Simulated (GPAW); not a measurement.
Runs of GPAW 26.7.0 on Te2Mo. Symmetry: P6_3/mmc, No. 194, hexagonal system. Conventional cell: a = 3.518 Å, b = 3.518 Å, c = 13.974 Å, α = 90.00°, β = 90.00°, γ = 120.00°. Te (site symmetry 3m) is surrounded by 3 Mo at 2.72 Å. Around Mo (site symmetry -6m2) lie 6 Te at 2.72 Å. 

```tsv
task	level	potentials or basis	spin	cell	k mesh	cutoff (eV)	smearing	maxiter	band path	band points	spin axis theta (degrees)	spin axis phi (degrees)	gap on the mesh (eV)	pressure (GPa)	largest force (eV/Å)
band structure	mBEEF	GPAW PAW data sets (gpaw-data 1.2.1), pw	SOC, no magnetisation	as given	5 × 5 × 2	600	fermi-dirac 0.05 eV	150	GMKGALHA,LM,KH	100	0	0	(a)	-1.7	0.64
dielectric tensor	LDA	the program's PAW data sets (release 1.2.1) made for this functional, pw	off	as given	7 × 7 × 2	450	fermi-dirac 0.001 eV	150	-	-	-	-	0.81	-	-
relaxation of cell and atoms	r2SCAN+D4	GPAW PAW data sets (gpaw-data 1.2.1), pw	off	relaxed to 1 GPa	5 × 5 × 2	600	fermi-dirac 0.05 eV	150	-	-	-	-	(b)	1.0	0.01
single point	LDA	the program's PAW data sets (release 1.2.1) made for this functional, pw	off	as given	7 × 7 × 2	450	fermi-dirac 0.05 eV	120	-	-	-	-	0.81	-4.0	0.39
```

**Question.** Estimate the missing entries.

**Answer.** (a) 0.88; (b) 0.80.

Caveats: spin-orbit coupling is left out, which moves the levels of the heavy elements (some runs); an odd mesh through Γ misses points on the zone boundary, where band edges often lie (some runs); the PAW data sets were made with another functional, which shifts forces and pressure a little (some runs); spin-orbit coupling was added after a scalar SCF, so levels and gaps hold it while energy, forces, pressure and moments don't (some runs); this program's spin-orbit splittings come out too wide for heavy elements (some runs); the mesh misses the band edges, which the band path finds closer together (some runs); the long-wavelength limit can be off by several per cent where d states take part (some runs).

A k mesh can miss the band edges, and rows without SOC leave out spin-orbit coupling on Mo, Te.

Runs at the PBE level aren't shown here.
